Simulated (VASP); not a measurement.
# Cs (Im-3m) in VASP: a series of runs, part 7 of 7

VASP 6.6.1. Earlier steps stand in the parts before.

## 106. Equation of state, PBE, 118.80 Å³/atom

The input, INCAR:

```
ADDGRID  = False        
ALGO     = Normal         # electronic algorithm
EDIFF    = 1E-6           # SCF threshold, eV
ENCUT    = 550            # plane-wave cutoff, eV
GGA      = PE             # functional
ISIF     = 2              # what is computed and relaxed
ISMEAR   = 0              # smearing method
LASPH    = True           # aspherical terms in the spheres
LCHARG   = False          # write CHGCAR
LREAL    = False          # projectors in reciprocal space
LWAVE    = False          # write WAVECAR
NELM     = 100            # most SCF steps
PREC     = Accurate       # precision mode
SIGMA    = 0.15           # smearing width, eV
```

The input, KPOINTS:

```
k-points
0
Gamma
  9 9 9
```

The input, POSCAR:

```
Cs
1.0
   -3.0968622435      3.0968622435      3.0968622435
    3.0968622435     -3.0968622435      3.0968622435
    3.0968622435      3.0968622435     -3.0968622435
Cs
1
Direct
    0.0000000000      0.0000000000      0.0000000000
```

Started as:

```sh
$ cat potpaw_PBE.64/Cs_sv/POTCAR > POTCAR
$ mpirun -np 1 vasp_std > vasp.out
```

It took 22 s on 1 thread of Intel Xeon Platinum 8375C at 2.90GHz (Ice Lake), shared host; peak memory 0.24 GiB.

The run converged, but some of its settings lie outside the range that counts as converged, so its numbers aren't taken as properties of the crystal.

Results:

- Free energy: -0.8589 eV
- Pressure: 0.0 GPa
- Band gap on the k mesh: none (metal or under the smearing width)

## 107. Equation of state, PBE, 126.15 Å³/atom

INCAR is that of step 106.

KPOINTS is that of step 106.

The input, POSCAR:

```
Cs
1.0
   -3.1594419776      3.1594419776      3.1594419776
    3.1594419776     -3.1594419776      3.1594419776
    3.1594419776      3.1594419776     -3.1594419776
Cs
1
Direct
    0.0000000000      0.0000000000      0.0000000000
```

Started as:

```sh
$ cat potpaw_PBE.64/Cs_sv/POTCAR > POTCAR
$ mpirun -np 1 vasp_std > vasp.out
```

Wall time 23 s (1 thread of Intel Xeon Platinum 8375C at 2.90GHz (Ice Lake), shared host); peak memory 0.24 GiB.

These settings aren't checked as converged: the numbers below hold their error.

What came out:

| Quantity | Value |
| --- | --- |
| Free energy | -0.8550 eV |
| Pressure | -0.1 GPa |
| Band gap on the k mesh | none (metal or under the smearing width) |

## 108. Equation of state, PBE, 118.80 Å³/atom

Changes to INCAR since step 107:

```diff
@@ -12,3 +12,3 @@
 NELM     = 100            # most SCF steps
-PREC     = Accurate       # precision mode
+PREC     = Low            # precision mode
 SIGMA    = 0.15           # smearing width, eV
```

KPOINTS is that of step 107.

The input, POSCAR:

```
Cs
1.0
   -3.0968622435      3.0968622435      3.0968622435
    3.0968622435     -3.0968622435      3.0968622435
    3.0968622435      3.0968622435     -3.0968622435
Cs
1
Direct
    0.0000000000      0.0000000000      0.0000000000
```

Potentials or basis: VASP PAW PBE potentials, release 64 (Cs_sv).

Started as:

```sh
$ cat potpaw_PBE.64/Cs_sv/POTCAR > POTCAR
$ mpirun -np 1 vasp_std > vasp.out
```

It took 8.4 s on 1 thread of Intel Xeon Platinum 8375C at 2.90GHz (Ice Lake), shared host; peak memory 0.14 GiB.

The run converged, but some of its settings lie outside the range that counts as converged, so its numbers aren't taken as properties of the crystal.

What came out:

```yaml
Free_energy: -0.8585 eV
Pressure: 0.0 GPa
Band_gap_on_the_k_mesh: none (metal or under the smearing width)
```

## 109. Equation of state, PBE, 126.15 Å³/atom

INCAR is that of step 108.

KPOINTS is that of step 108.

The input, POSCAR:

```
Cs
1.0
   -3.1594419776      3.1594419776      3.1594419776
    3.1594419776     -3.1594419776      3.1594419776
    3.1594419776      3.1594419776     -3.1594419776
Cs
1
Direct
    0.0000000000      0.0000000000      0.0000000000
```

Started as:

```sh
$ cat potpaw_PBE.64/Cs_sv/POTCAR > POTCAR
$ mpirun -np 1 vasp_std > vasp.out
```

Run time: 8.2 s. Hardware: 1 thread of Intel Xeon Platinum 8375C at 2.90GHz (Ice Lake), shared host; peak memory 0.15 GiB.

The run converged, but some of its settings lie outside the range that counts as converged, so its numbers aren't taken as properties of the crystal.

What came out:

```
Free energy            : -0.8549 eV
Pressure               : -0.1 GPa
Band gap on the k mesh : none (metal or under the smearing width)
```

## 110. Equation of state, PBE, 118.80 Å³/atom

Changes to INCAR since step 109:

```diff
@@ -12,3 +12,3 @@
 NELM     = 100            # most SCF steps
-PREC     = Low            # precision mode
+PREC     = Normal         # precision mode
 SIGMA    = 0.15           # smearing width, eV
```

KPOINTS is that of step 109.

The input, POSCAR:

```
Cs
1.0
   -3.0968622435      3.0968622435      3.0968622435
    3.0968622435     -3.0968622435      3.0968622435
    3.0968622435      3.0968622435     -3.0968622435
Cs
1
Direct
    0.0000000000      0.0000000000      0.0000000000
```

Started as:

```sh
$ cat potpaw_PBE.64/Cs_sv/POTCAR > POTCAR
$ mpirun -np 1 vasp_std > vasp.out
```

Run time: 8.9 s. Hardware: 1 thread of Intel Xeon Platinum 8375C at 2.90GHz (Ice Lake), shared host; peak memory 0.19 GiB.

These settings aren't checked as converged: the numbers below hold their error.

Results:

| Item | Value |
| --- | --- |
| Free energy | -0.8589 eV |
| Pressure | 0.0 GPa |
| Band gap on the k mesh | none (metal or under the smearing width) |

## 111. Equation of state, PBE, 126.15 Å³/atom

INCAR is that of step 110.

KPOINTS is that of step 110.

The input, POSCAR:

```
Cs
1.0
   -3.1594419776      3.1594419776      3.1594419776
    3.1594419776     -3.1594419776      3.1594419776
    3.1594419776      3.1594419776     -3.1594419776
Cs
1
Direct
    0.0000000000      0.0000000000      0.0000000000
```

Potentials or basis: VASP PAW PBE potentials, release 64 (Cs_sv).

Started as:

```sh
$ cat potpaw_PBE.64/Cs_sv/POTCAR > POTCAR
$ mpirun -np 1 vasp_std > vasp.out
```

Wall time 11 s (1 thread of Intel Xeon Platinum 8375C at 2.90GHz (Ice Lake), shared host); peak memory 0.19 GiB.

The run converged, but some of its settings lie outside the range that counts as converged, so its numbers aren't taken as properties of the crystal.

Results:

- Free energy: -0.8550 eV
- Pressure: -0.1 GPa
- Band gap on the k mesh: none (metal or under the smearing width)

## 112. Equation of state, PBE, 118.80 Å³/atom

Changes to INCAR since step 111:

```diff
@@ -9,6 +9,6 @@
 LCHARG   = False          # write CHGCAR
-LREAL    = False          # projectors in reciprocal space
+LREAL    = Auto         
 LWAVE    = False          # write WAVECAR
 NELM     = 100            # most SCF steps
-PREC     = Normal         # precision mode
+PREC     = Accurate       # precision mode
 SIGMA    = 0.15           # smearing width, eV
```

KPOINTS is that of step 111.

The input, POSCAR:

```
Cs
1.0
   -3.0968622435      3.0968622435      3.0968622435
    3.0968622435     -3.0968622435      3.0968622435
    3.0968622435      3.0968622435     -3.0968622435
Cs
1
Direct
    0.0000000000      0.0000000000      0.0000000000
```

Started as:

```sh
$ cat potpaw_PBE.64/Cs_sv/POTCAR > POTCAR
$ mpirun -np 1 vasp_std > vasp.out
```

Run time: 28 s. Hardware: 1 thread of Intel Xeon Platinum 8375C at 2.90GHz (Ice Lake), shared host; peak memory 0.23 GiB.

These settings aren't checked as converged: the numbers below hold their error.

Results:

```
Free energy            : -0.8592 eV
Pressure               : 0.0 GPa
Band gap on the k mesh : none (metal or under the smearing width)
```

## 113. Equation of state, PBE, 126.15 Å³/atom

INCAR is that of step 112.

KPOINTS is that of step 112.

The input, POSCAR:

```
Cs
1.0
   -3.1594419776      3.1594419776      3.1594419776
    3.1594419776     -3.1594419776      3.1594419776
    3.1594419776      3.1594419776     -3.1594419776
Cs
1
Direct
    0.0000000000      0.0000000000      0.0000000000
```

Started as:

```sh
$ cat potpaw_PBE.64/Cs_sv/POTCAR > POTCAR
$ mpirun -np 1 vasp_std > vasp.out
```

Wall time 29 s (1 thread of Intel Xeon Platinum 8375C at 2.90GHz (Ice Lake), shared host); peak memory 0.24 GiB.

These settings aren't checked as converged: the numbers below hold their error.

Results:

* Free energy: -0.8550 eV
* Pressure: -0.1 GPa
* Band gap on the k mesh: none (metal or under the smearing width)

## 114. Equation of state, PBE, 118.80 Å³/atom

Changes to INCAR since step 113:

```diff
@@ -2,3 +2,3 @@
 ALGO     = Normal         # electronic algorithm
-EDIFF    = 1E-6           # SCF threshold, eV
+EDIFF    = 1E-4           # SCF threshold, eV
 ENCUT    = 550            # plane-wave cutoff, eV
@@ -9,3 +9,3 @@
 LCHARG   = False          # write CHGCAR
-LREAL    = Auto         
+LREAL    = False          # projectors in reciprocal space
 LWAVE    = False          # write WAVECAR
```

KPOINTS is that of step 113.

The input, POSCAR:

```
Cs
1.0
   -3.0968622435      3.0968622435      3.0968622435
    3.0968622435     -3.0968622435      3.0968622435
    3.0968622435      3.0968622435     -3.0968622435
Cs
1
Direct
    0.0000000000      0.0000000000      0.0000000000
```

Potentials or basis: VASP PAW PBE potentials, release 64 (Cs_sv).

Started as:

```sh
$ cat potpaw_PBE.64/Cs_sv/POTCAR > POTCAR
$ mpirun -np 1 vasp_std > vasp.out
```

It took 17 s on 1 thread of Intel Xeon Platinum 8375C at 2.90GHz (Ice Lake), shared host; peak memory 0.25 GiB.

These settings aren't checked as converged: the numbers below hold their error.

Results:

```yaml
Free_energy: -0.8589 eV
Pressure: 0.0 GPa
Band_gap_on_the_k_mesh: none (metal or under the smearing width)
```

## 115. Equation of state, PBE, 126.15 Å³/atom

INCAR is that of step 114.

KPOINTS is that of step 114.

The input, POSCAR:

```
Cs
1.0
   -3.1594419776      3.1594419776      3.1594419776
    3.1594419776     -3.1594419776      3.1594419776
    3.1594419776      3.1594419776     -3.1594419776
Cs
1
Direct
    0.0000000000      0.0000000000      0.0000000000
```

Started as:

```sh
$ cat potpaw_PBE.64/Cs_sv/POTCAR > POTCAR
$ mpirun -np 1 vasp_std > vasp.out
```

It took 17 s on 1 thread of Intel Xeon Platinum 8375C at 2.90GHz (Ice Lake), shared host; peak memory 0.25 GiB.

These settings aren't checked as converged: the numbers below hold their error.

What came out:

* Free energy: -0.8550 eV
* Pressure: -0.1 GPa
* Band gap on the k mesh: none (metal or under the smearing width)

## 116. Equation of state, PBE, 118.80 Å³/atom

Changes to INCAR since step 115:

```diff
@@ -2,4 +2,4 @@
 ALGO     = Normal         # electronic algorithm
-EDIFF    = 1E-4           # SCF threshold, eV
-ENCUT    = 550            # plane-wave cutoff, eV
+EDIFF    = 1E-6           # SCF threshold, eV
+ENCUT    = 450            # plane-wave cutoff, eV
 GGA      = PE             # functional
```

The input, KPOINTS:

```
k-points
0
Gamma
  10 10 10
```

The input, POSCAR:

```
Cs
1.0
   -3.0968622435      3.0968622435      3.0968622435
    3.0968622435     -3.0968622435      3.0968622435
    3.0968622435      3.0968622435     -3.0968622435
Cs
1
Direct
    0.0000000000      0.0000000000      0.0000000000
```

Started as:

```sh
$ cat potpaw_PBE.64/Cs_sv/POTCAR > POTCAR
$ mpirun -np 1 vasp_std > vasp.out
```

Wall time 22 s (1 thread of Intel Xeon Platinum 8375C at 2.90GHz (Ice Lake), shared host); peak memory 0.24 GiB.

The run converged, but some of its settings lie outside the range that counts as converged, so its numbers aren't taken as properties of the crystal.

Results:

| Property | Result |
| --- | --- |
| Free energy | -0.8564 eV |
| Pressure | 0.0 GPa |
| Band gap on the k mesh | none (metal or under the smearing width) |

## 117. Equation of state, PBE, 126.15 Å³/atom

INCAR is that of step 116.

KPOINTS is that of step 116.

The input, POSCAR:

```
Cs
1.0
   -3.1594419776      3.1594419776      3.1594419776
    3.1594419776     -3.1594419776      3.1594419776
    3.1594419776      3.1594419776     -3.1594419776
Cs
1
Direct
    0.0000000000      0.0000000000      0.0000000000
```

Potentials or basis: VASP PAW PBE potentials, release 64 (Cs_sv).

Started as:

```sh
$ cat potpaw_PBE.64/Cs_sv/POTCAR > POTCAR
$ mpirun -np 1 vasp_std > vasp.out
```

Wall time 21 s (1 thread of Intel Xeon Platinum 8375C at 2.90GHz (Ice Lake), shared host); peak memory 0.24 GiB.

These settings aren't checked as converged: the numbers below hold their error.

Results:

```
Free energy            : -0.8526 eV
Pressure               : -0.1 GPa
Band gap on the k mesh : none (metal or under the smearing width)
```

## 118. Equation of state, PBE, 118.80 Å³/atom

Changes to INCAR since step 117:

```diff
@@ -3,3 +3,3 @@
 EDIFF    = 1E-6           # SCF threshold, eV
-ENCUT    = 450            # plane-wave cutoff, eV
+ENCUT    = 550            # plane-wave cutoff, eV
 GGA      = PE             # functional
```

KPOINTS is that of step 117.

The input, POSCAR:

```
Cs
1.0
   -3.0968622435      3.0968622435      3.0968622435
    3.0968622435     -3.0968622435      3.0968622435
    3.0968622435      3.0968622435     -3.0968622435
Cs
1
Direct
    0.0000000000      0.0000000000      0.0000000000
```

Started as:

```sh
$ cat potpaw_PBE.64/Cs_sv/POTCAR > POTCAR
$ mpirun -np 1 vasp_std > vasp.out
```

Run time: 30 s. Hardware: 1 thread of Intel Xeon Platinum 8375C at 2.90GHz (Ice Lake), shared host; peak memory 0.26 GiB.

The run converged, but some of its settings lie outside the range that counts as converged, so its numbers aren't taken as properties of the crystal.

What came out:

```yaml
Free_energy: -0.8564 eV
Pressure: 0.0 GPa
Band_gap_on_the_k_mesh: none (metal or under the smearing width)
```

## 119. Equation of state, PBE, 126.15 Å³/atom

INCAR is that of step 118.

KPOINTS is that of step 118.

The input, POSCAR:

```
Cs
1.0
   -3.1594419776      3.1594419776      3.1594419776
    3.1594419776     -3.1594419776      3.1594419776
    3.1594419776      3.1594419776     -3.1594419776
Cs
1
Direct
    0.0000000000      0.0000000000      0.0000000000
```

Started as:

```sh
$ cat potpaw_PBE.64/Cs_sv/POTCAR > POTCAR
$ mpirun -np 1 vasp_std > vasp.out
```

Wall time 30 s (1 thread of Intel Xeon Platinum 8375C at 2.90GHz (Ice Lake), shared host); peak memory 0.26 GiB.

The run converged, but some of its settings lie outside the range that counts as converged, so its numbers aren't taken as properties of the crystal.

What came out:

```yaml
Free_energy: -0.8526 eV
Pressure: -0.1 GPa
Band_gap_on_the_k_mesh: none (metal or under the smearing width)
```

## 120. Equation of state, PBE, 118.80 Å³/atom

Changes to INCAR since step 119:

```diff
@@ -3,3 +3,3 @@
 EDIFF    = 1E-6           # SCF threshold, eV
-ENCUT    = 550            # plane-wave cutoff, eV
+ENCUT    = 700            # plane-wave cutoff, eV
 GGA      = PE             # functional
```

The input, KPOINTS:

```
k-points
0
Gamma
  9 9 9
```

The input, POSCAR:

```
Cs
1.0
   -3.0968622435      3.0968622435      3.0968622435
    3.0968622435     -3.0968622435      3.0968622435
    3.0968622435      3.0968622435     -3.0968622435
Cs
1
Direct
    0.0000000000      0.0000000000      0.0000000000
```

Potentials or basis: VASP PAW PBE potentials, release 64 (Cs_sv).

Started as:

```sh
$ cat potpaw_PBE.64/Cs_sv/POTCAR > POTCAR
$ mpirun -np 1 vasp_std > vasp.out
```

It took 31 s on 1 thread of Intel Xeon Platinum 8375C at 2.90GHz (Ice Lake), shared host; peak memory 0.32 GiB.

The run converged, but some of its settings lie outside the range that counts as converged, so its numbers aren't taken as properties of the crystal.

What came out:

```
Free energy            : -0.8589 eV
Pressure               : 0.0 GPa
Band gap on the k mesh : none (metal or under the smearing width)
```

## 121. Equation of state, PBE, 126.15 Å³/atom

INCAR is that of step 120.

KPOINTS is that of step 120.

The input, POSCAR:

```
Cs
1.0
   -3.1594419776      3.1594419776      3.1594419776
    3.1594419776     -3.1594419776      3.1594419776
    3.1594419776      3.1594419776     -3.1594419776
Cs
1
Direct
    0.0000000000      0.0000000000      0.0000000000
```

Started as:

```sh
$ cat potpaw_PBE.64/Cs_sv/POTCAR > POTCAR
$ mpirun -np 1 vasp_std > vasp.out
```

It took 35 s on 1 thread of Intel Xeon Platinum 8375C at 2.90GHz (Ice Lake), shared host; peak memory 0.32 GiB.

The run converged, but some of its settings lie outside the range that counts as converged, so its numbers aren't taken as properties of the crystal.

Results:

- Free energy: -0.8550 eV
- Pressure: -0.1 GPa
- Band gap on the k mesh: none (metal or under the smearing width)
